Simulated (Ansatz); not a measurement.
**Sn (I4_1/amd) under several functionals**

**The experiment to reproduce.**

From a printed reference work, data compilation, for a bulk crystal of Sn: lattice constant a 5.8315 Å.

From “Diffuse scattering in metallic tin polymorphs”, 2013, arxiv:1310.3080, for a bulk crystal of Sn: lattice constant c 3.182 Å.

Plane-wave DFT in Ansatz with scalar-relativistic PAW potentials. The same structure was relaxed (cell and atoms, symmetry kept) in separate runs at each level. No spin polarisation.

```tsv
level	cutoff (eV)	k mesh	V (Å³/atom)	a (Å)	c (Å)	B0 (GPa)
PBEsol	420	14×14×14	26.876	5.820	3.174	56
PBE+D3(BJ)	420	14×14×14	27.204	5.842	3.188	–
r2SCAN	500	14×14×14	27.584	5.859	3.214	54
```

Question: Where does PBE (420 eV, k mesh 14×14×14) fall?

Answer: V (Å³/atom) 28.406, a (Å) 5.929, c (Å) 3.233, B0 (GPa) 47. Its volume is the largest of the set. The usual order of volumes, PBEsol < PBE, holds here (26.876, 28.406 Å³/atom). As a rule PBEsol, built on the gradient expansion of slowly varying densities, lies between LDA and PBE; PBE's stronger gradient term for exchange weakens bonds. Adding D3 to PBE changes the volume by -4.2 %; the term is attractive, so it pulls cells in. In metals the pairwise form ignores screening by the conduction electrons and often pulls in too far. r2SCAN lies 2.9 % under PBE in volume. B0 goes from 56.1 to 47.2 GPa as the volume grows by 5.7 %; on one curve with B' = 5.0 the volume alone, B ∝ V^(−B'), would give 42.6 GPa, and the rest of the difference is the functional's own stiffness.

For PBE: Against the measured lattice constant a of Sn, 5.8315 Å (a printed reference work, data compilation), the calculated 5.929 Å is off by +1.7 %. Measured lattice constant c of Sn: 3.182 Å (quoted in “Diffuse scattering in metallic tin polymorphs”, 2013, arxiv:1310.3080). This calculation gives 3.233 Å (+1.6 %). The calculations are for 0 K without zero-point motion, and in metals axial ratios are sensitive to mesh and smearing.